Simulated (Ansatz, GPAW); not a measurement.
# One calculation of KBr, 3 ways

```
Br K
1.0
     0.00000    3.30000    3.30000
     3.30000    0.00000    3.30000
     3.30000    3.30000    0.00000
Br K
1 1
Direct
  0.50000 0.50000 0.50000
  0.00000 0.00000 0.00000
```

Alike in all runs: task single point; functional PBE; k mesh 7 × 7 × 7; occupations gaussian, width 0.012 eV; no spin polarisation; no spin-orbit coupling. Pressure is positive in compression and, in plane waves, holds the error of the finite cutoff, which Ansatz's Pulay term estimates and takes out.

| program and potentials | plane-wave cutoff (eV) | notes | pressure (GPa) |
| --- | --- | --- | --- |
| Ansatz, Ansatz PAW | 420 | - | 0.72 |
| GPAW, GPAW PAW data sets (gpaw-data 1.2.1) | 600 | - | 0.70 |
| Ansatz, all-electron LAPW, scalar-relativistic | - | - | 0.72 |

The pressure spans 0.70 (GPAW, GPAW PAW data sets (gpaw-data 1.2.1)) to 0.72 GPa (Ansatz, Ansatz PAW), with all-electron results at 0.72.

Differences between rows come from potentials, basis sets and numerical settings, since the functional is the same but for its coding. Runs on potential files found faulty are left out.
